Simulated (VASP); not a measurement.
# NbAs (I4_1md) in VASP: notebook

Runs on NbAs. Level: PBE. Tasks: relaxation of cell and atoms.

Everything below comes from runs of VASP 6.6.1. Logs are shortened: lines on timing, memory, paths and dates and some standing lists are left out, and cuts for length are marked.

**1. The structure**

The structure is tetragonal, space group I4_1md (No. 109). Conventional cell: a = 3.452 Å, b = 3.452 Å, c = 11.680 Å, α = 90.00°, β = 90.00°, γ = 90.00°. Nb (site symmetry 2mm) has 6 As at 2.60 to 2.63 Å as nearest neighbours. Around As (site symmetry 2mm) lie 6 Nb at 2.60 to 2.63 Å.

**2. Relaxation of cell and atoms, PBE**

The input, INCAR:

```
SYSTEM = NbAs
PREC     = Accurate       ! precision mode
ENCUT    = 350            ! plane-wave cutoff, eV
EDIFF    = 1E-7           ! SCF threshold, eV
ISMEAR   = 0              ! smearing method
SIGMA    = 0.1            ! smearing width, eV
LREAL    = .False.        ! projectors in reciprocal space
LASPH    = .True.         ! aspherical terms in the spheres
NELM     = 100            ! most SCF steps
ALGO     = Normal         ! electronic algorithm
ISIF     = 3              ! what is computed and relaxed
LWAVE    = .False.        ! write WAVECAR
LCHARG   = .False.        ! write CHGCAR
GGA      = PE             ! functional
IBRION   = 2              ! ionic algorithm
NSW      = 80             ! ionic steps
EDIFFG   = -0.002         ! ionic threshold
```

The input, KPOINTS:

```
Automatic mesh
0
Gamma
  18 18 18
  0 0 0
```

The input, POSCAR:

```
NbAs
1.0
   -1.7258500000      1.7258500000      5.8400000000
    1.7258500000     -1.7258500000      5.8400000000
    1.7258500000      1.7258500000     -5.8400000000
Nb As
2 2
Direct
    0.0000000000      0.0000000000      0.0000000000
    0.7500000000      0.2500000000      0.5000000000
    0.4160000000      0.4160000000      0.0000000000
    0.1660000000      0.6660000000      0.5000000000
```

Potentials or basis: VASP PAW PBE potentials, release 64 (Nb_sv, As).

On the command line:

```console
$ cat potpaw_PBE.64/Nb_sv/POTCAR potpaw_PBE.64/As/POTCAR > POTCAR
$ mpirun -np 1 vasp_std > vasp.out
```

OUTCAR:

```text
SYSTEM = NbAs
   PREC = Accurate
   ENCUT = 350
   EDIFF = 1E-7
   ISMEAR = 0
   LREAL = .False.
   LASPH = .True.
   NELM = 100
   ISIF = 3
   GGA = PE
   IBRION = 2
   NSW = 80
   EDIFFG = -0.002

 ion  position               nearest neighbor table
   1  0.000  0.000  0.000-   4 2.60   4 2.60   3 2.63   3 2.63   3 2.63   3 2.63
   2  0.750  0.250  0.500-   3 2.60   3 2.60   4 2.63   4 2.63   4 2.63   4 2.63
   3  0.416  0.416  0.000-   2 2.60   2 2.60   1 2.63   1 2.63   1 2.63   1 2.63
   4  0.166  0.666  0.500-   1 2.60   1 2.60   2 2.63   2 2.63   2 2.63   2 2.63

  LATTYP: Found a body centered tetragonal cell.
 ALAT       =     3.4517000000
 C/A-ratio  =     3.3838398470

  Lattice vectors:

 A1 = (  -1.7258500000,   1.7258500000,   5.8400000000)
 A2 = (   1.7258500000,  -1.7258500000,   5.8400000000)
 A3 = (   1.7258500000,   1.7258500000,  -5.8400000000)

Analysis of symmetry for initial positions (statically):
=====================================================================
 Subroutine PRICEL returns:
 Original cell was already a primitive cell.

 Routine SETGRP: Setting up the symmetry group for a
 body centered tetragonal supercell.

 Subroutine GETGRP returns: Found  8 space group operations
 (whereof  4 operations were pure point group operations)
 out of a pool of 16 trial point group operations.

The static configuration has the point symmetry C_2v.
 The point group associated with its full space group is C_4v.

Analysis of symmetry for dynamics (positions and initial velocities):
=====================================================================
 Subroutine PRICEL returns:
 Original cell was already a primitive cell.

 Routine SETGRP: Setting up the symmetry group for a
 body centered tetragonal supercell.

 Subroutine GETGRP returns: Found  8 space group operations
 (whereof  4 operations were pure point group operations)
 out of a pool of 16 trial point group operations.

The dynamic configuration has the point symmetry C_2v.
 The point group associated with its full space group is C_4v.

 Subroutine INISYM returns: Found  8 space group operations
 (whereof  4 operations are pure point group operations),
 and found     1 'primitive' translations

----------------------------------------------------------------------------------------

                                     Primitive cell

  volume of cell :      69.5791

  direct lattice vectors                    reciprocal lattice vectors
    -1.725850000  1.725850000  5.840000000     0.000000000  0.289712316  0.085616438
     1.725850000 -1.725850000  5.840000000     0.289712316  0.000000000  0.085616438
     1.725850000  1.725850000 -5.840000000     0.289712316  0.289712316  0.000000000

  length of vectors
     6.329511549  6.329511549  6.329511549     0.302098329  0.302098329  0.409715086

  position of ions in fractional coordinates (direct lattice)
     0.000000000  0.000000000  0.000000000
     0.750000000  0.250000000  0.500000000
     0.416000000  0.416000000  0.000000000
     0.166000000  0.666000000  0.500000000

  ion indices of the primitive-cell ions
   primitive index   ion index
                 1           1
                 2           2
                 3           3
                 4           4

----------------------------------------------------------------------------------------

 KPOINTS: Automatic mesh

Automatic generation of k-mesh.
 Grid dimensions read from file:
 generate k-points for:   18   18   18

 Generating k-lattice:

  Cartesian coordinates                     Fractional coordinates (reciprocal lattice)
     0.000000000  0.016095129  0.004756469     0.055555556 -0.000000000  0.000000000
     0.016095129  0.000000000  0.004756469    -0.000000000  0.055555556  0.000000000
     0.016095129  0.016095129  0.000000000     0.000000000  0.000000000  0.055555556

  Length of vectors
     0.016783240  0.016783240  0.022761949

  Shift w.r.t. Gamma in fractional coordinates (k-lattice)
     0.000000000  0.000000000  0.000000000

 Subroutine IBZKPT returns following result:
 ===========================================

 Found    480 irreducible k-points:

 Following reciprocal coordinates:
            Coordinates               Weight
  0.000000  0.000000  0.000000      1.000000
  0.055556  0.000000 -0.000000      8.000000
  0.111111  0.000000 -0.000000      8.000000
  0.166667  0.000000 -0.000000      8.000000
  0.222222  0.000000 -0.000000      8.000000
  0.277778  0.000000 -0.000000      8.000000
[... 16 lines left out ...]
 -0.277778  0.055556 -0.000000     16.000000
 -0.222222  0.055556  0.000000     16.000000
 [... further k-points ...]
   k-points           NKPTS =    480   k-points in BZ     NKDIM =    480   number of bands    NBANDS=     22
   number of dos      NEDOS =    301   number of ions     NIONS =      4
   total plane-waves  NPLWV =  64000
   dimension x,y,z NGX =    40 NGY =   40 NGZ =   40
   dimension x,y,z NGXF=    80 NGYF=   80 NGZF=   80
   ions per type =               2   2
   NGX,Y,Z   is equivalent  to a cutoff of  10.51, 10.51, 10.51 a.u.
   NGXF,Y,Z  is equivalent  to a cutoff of  21.01, 21.01, 21.01 a.u.
 SYSTEM =  NbAs
   PREC   = accura    normal or accurate (medium, high low for compatibility)
   ISTART =      0    job   : 0-new  1-cont  2-samecut
   ICHARG =      2    charge: 1-file 2-atom 10-const
   ISPIN  =      1    spin polarized calculation?
   LNONCOLLINEAR =      F non collinear calculations
   LSORBIT =      F    spin-orbit coupling
   LASPH  =      T    aspherical Exc in radial PAW
   ENCUT  =  350.0 eV  25.72 Ry    5.07 a.u.   9.66  9.66  9.66*2*pi/ulx,y,z
   NELM   =    100;   NELMIN=  2; NELMDL= -5     # of ELM steps
   EDIFF  = 0.1E-06   stopping-criterion for ELM
   LREAL  =      F    real-space projection
   EDIFFG = -.2E-02   stopping-criterion for IOM
   NSW    =     80    number of steps for IOM
   IBRION =      2    ionic relax: 0-MD 1-quasi-New 2-CG
   NFREE  =      1    steps in history (QN), initial steepest desc. (CG)
   ISIF   =      3    stress and relaxation
   ISYM   =      2    0-nonsym 1-usesym 2-fastsym
   POTIM  = 0.5000    time-step for ionic-motion
   TEBEG  =    0.0;   TEEND  =   0.0 temperature during run
   PSTRESS=    0.0 pullay stress
   NELECT =      36.0000    total number of electrons
   NUPDOWN=      -1.0000    fix difference up-down
   EMIN   =  10.00;   EMAX   =-10.00  energy-range for DOS
   EFERMI =   0.00;   METHOD = LEGACY
   ISMEAR =     0;   SIGMA  =   0.10  broadening in eV -4-tet -1-fermi 0-gaus
   EFERMI_NEDOS =   21; number of points for ismear=-14 and -15
   IALGO  =     38    algorithm
   IMIX   =      4    mixing-type and parameters
     AMIX     =   0.40;   BMIX     =  1.00
     AMIX_MAG =   1.60;   BMIX_MAG =  1.00
  volume/ion in A,a.u.               =      17.39       117.39
  Fermi-wavevector in a.u.,A,eV,Ry     =   1.314264  2.483599 23.501213  1.727290
  Thomas-Fermi vector in A             =   2.444529
   LORBIT       =      0    0 simple, 1 ext, 2 COOP (PROOUT), +10 PAW based schemes
   GGA     = PE    functional components
   LHFCALC =     F    Hartree Fock is set to
   AEXX    =    0.0000 exact exchange contribution
   IVDW    =     0    specifies the selected vdW correction
   LEPSILON=     F    determine dielectric tensor
   LRPA    =     F    only Hartree local field effects (RPA)
 conjugate gradient relaxation of ions
 non-spin polarized calculation
 Gauss-broadening in eV      SIGMA  =   0.10
  energy-cutoff  :      350.00
  volume of cell :       69.58
 maximum number of plane-waves:      1054
   NGX = 19   NGY = 19   NGZ = 19

--------------------------------------- Ionic step        1  -------------------------------------------

 number of electron      35.9999996 magnetization

 Free energy of the ion-electron system (eV)
  ---------------------------------------------------
  ext. energy  EPLUGINS =         0.00000000
  ---------------------------------------------------
  free energy    TOTEN  =       -32.50999461 eV

  energy without entropy =      -32.50761724  energy(sigma->0) =      -32.50880593

------------------------ aborting loop because EDIFF is reached ----------------------------------------

  FORCE on cell =-STRESS in cart. coord.  units (eV):
  Direction    XX          YY          ZZ          XY          YZ          ZX
  --------------------------------------------------------------------------------------
  -------------------------------------------------------------------------------------
  Total        1.2135388      1.2135388      1.4905598      0.0000000      0.0000000      0.0000000
  in kB       27.9437898     27.9437898     34.3226690      0.0000000      0.0000000      0.0000000
  external PRESSURE =      30.0700828 kB  Pullay stress =       0.0000000 kB
[... 213 lines left out ...]
  energy  without entropy=      -32.5260280602  energy(sigma->0) =      -32.52722611

--------------------------------------- Ionic step        7  -------------------------------------------

 number of electron      35.9999999 magnetization

 Free energy of the ion-electron system (eV)
  ---------------------------------------------------
  ext. energy  EPLUGINS =         0.00000000
  ---------------------------------------------------
  free energy    TOTEN  =       -32.52848149 eV

  energy without entropy =      -32.52606341  energy(sigma->0) =      -32.52727245

 E-fermi :   9.4360     XC(G=0): -11.7666

 val. band max:        9.4283391379   @ k =  -0.1667   0.3333   0.1667
 cond. band min:       9.4425218245   @ k =  -0.0556  -0.4444   0.0556
 fundamental gap:      0.0141826866
 Fermi energy:         9.4360143066

 k-point     1 :       0.0000    0.0000    0.0000
  band No.  band energies     occupation
      1     -45.7157      2.00000
      2     -45.6894      2.00000
      3     -21.9203      2.00000
      4     -21.8301      2.00000
      5     -21.8301      2.00000
      6     -21.6839      2.00000
[... 574 lines left out ...]
      6     -21.7565      2.00000
[... 14 lines left out ...]
     21      11.0268      0.00000
     22      11.9668      0.00000

 [... further k-points ...]
[... 5 lines left out ...]
  --------------------------------------------------------------------------------------
  -------------------------------------------------------------------------------------
  Total       -0.0075004     -0.0075004     -0.0073363      0.0000000      0.0000000      0.0000000
  in kB       -0.1698073     -0.1698073     -0.1660935      0.0000000      0.0000000      0.0000000
  external PRESSURE =      -0.1685694 kB  Pullay stress =       0.0000000 kB
[... 19 lines left out ...]
  FREE ENERGIE OF THE ION-ELECTRON SYSTEM (eV)
  ---------------------------------------------------
  free  energy   TOTEN  =       -32.5284814874 eV

  energy  without entropy=      -32.5260634143  energy(sigma->0) =      -32.52727245

 reached required accuracy - stopping structural energy minimisation
```

It took 44 min on 1 thread of Intel Xeon Platinum 8488C (Sapphire Rapids), shared host; peak memory 0.56 GiB.

What came out:

```yaml
Free_energy: -32.5285 eV
Relaxed_volume: 17.69 Å³/atom
Relaxed_cell: a = 6.362 Å, b = 6.362 Å, c = 6.362 Å, α = 148.33°, β = 148.33°, γ = 45.41°
Space_group_after_relaxing_to_0.05_Å: I4_1md (No. 109)
Energy_gained_by_relaxing: 4.6 meV/atom
Ionic_steps: 7
Pressure_after_relaxing: 0.0 GPa
Band_gap_on_the_k_mesh: none (metal or under the smearing width)
```

Step by step:
```csv
step,energy change (eV),largest force (eV/Å),pressure (GPa),volume (Å³)
1,0.0000,0.2983,3.01,69.58
2,0.0135,0.0605,-4.58,72.92
3,-0.0165,0.1316,-0.41,70.97
4,-0.0182,0.0117,0.07,70.76
5,-0.0182,0.0081,0.01,70.79
6,-0.0184,0.0035,-0.01,70.78
7,-0.0185,0.0000,-0.02,70.77
```

Final structure:
```xyz
4
Lattice="-1.7362 1.7362 5.8690 1.7362 -1.7362 5.8690 1.7362 1.7362 -5.8690" Properties=species:S:1:pos:R:3 pbc="T T T"
Nb    0.0000    0.0000   11.7247
Nb    0.0000    1.7362    2.9212
As    0.0000    0.0000    4.8963
As    1.7362    0.0000    1.9618
```

Caveat: the cutoff is under 1.25 times the usual one of these potentials, so pressure, stress and relaxed cells hold a basis-set (Pulay) error.

**3. Relaxation of cell and atoms, PBE**

This run uses another cell than the first one, of 17.69 Å³/atom, 1.017 times its volume.

INCAR is that of step 2.

KPOINTS is that of step 2.

The input, POSCAR:

```
NbAs                                    
1.0
   -1.7362273661      1.7362273661      5.8689835130
    1.7362273661     -1.7362273661      5.8689835130
    1.7362273661      1.7362273661     -5.8689835130
  Nb              As            
     2     2
Direct
     0.9988660498850762    0.9988660498850762    0.0000000000000000
     0.7488660498850762    0.2488660498850762    0.5000000000000000
     0.4171339501149207    0.4171339501149207    0.0000000000000000
     0.1671339501149206    0.6671339501149206    0.5000000000000000
```

Potentials or basis: VASP PAW PBE potentials, release 64 (Nb_sv, As).

On the command line:

```console
$ cat potpaw_PBE.64/Nb_sv/POTCAR potpaw_PBE.64/As/POTCAR > POTCAR
$ mpirun -np 1 vasp_std > vasp.out
```

Run time: 20 min. Hardware: 1 thread of Intel Xeon Platinum 8488C (Sapphire Rapids), shared host; peak memory 0.55 GiB.

It converged, with:

| Quantity | Value |
| --- | --- |
| Free energy | -32.5322 eV |
| Relaxed volume | 17.69 Å³/atom |
| Relaxed cell | a = 6.362 Å, b = 6.362 Å, c = 6.362 Å, α = 148.32°, β = 148.32°, γ = 45.41° |
| Space group after relaxing (to 0.05 Å) | I4_1md (No. 109) |
| Energy gained by relaxing | 0.0 meV/atom |
| Ionic steps | 3 |
| Pressure after relaxing | 0.0 GPa |
| Band gap on the k mesh | none (metal or under the smearing width) |

Final structure:
```
CELL_PARAMETERS angstrom
-1.73613 1.73613 5.86863
1.73613 -1.73613 5.86863
1.73613 1.73613 -5.86863
ATOMIC_POSITIONS crystal
Nb 0.99887 0.99887 0.00000
Nb 0.74887 0.24887 0.50000
As 0.41713 0.41713 0.00000
As 0.16713 0.66713 0.50000
```

Levels at points of the mesh, in eV from the Fermi level:
| k point | band 14 | band 15 | band 16 | band 17 | band 18 | band 19 | band 20 | band 21 | band 22 |
| --- | --- | --- | --- | --- | --- | --- | --- | --- | --- |
| (0.00, 0.00, 0.00) | -2.18 | -2.01 | -1.65 | -1.36 | -1.36 | 0.67 | 1.23 | 2.40 | 2.91 |
| (0.50, 0.00, 0.00) | -3.14 | -2.23 | -1.78 | -1.36 | -0.08 | 0.05 | 1.16 | 2.08 | 2.23 |
| (0.50, 0.50, 0.00) | -4.58 | -2.77 | -2.77 | -0.60 | -0.60 | 2.35 | 2.35 | 2.61 | 2.61 |
| (0.50, 0.50, 0.50) | -2.60 | -2.45 | -2.45 | -0.55 | -0.55 | 0.94 | 0.94 | 1.90 | 1.90 |

Caveat: the cutoff is under 1.25 times the usual one of these potentials, so pressure, stress and relaxed cells hold a basis-set (Pulay) error.
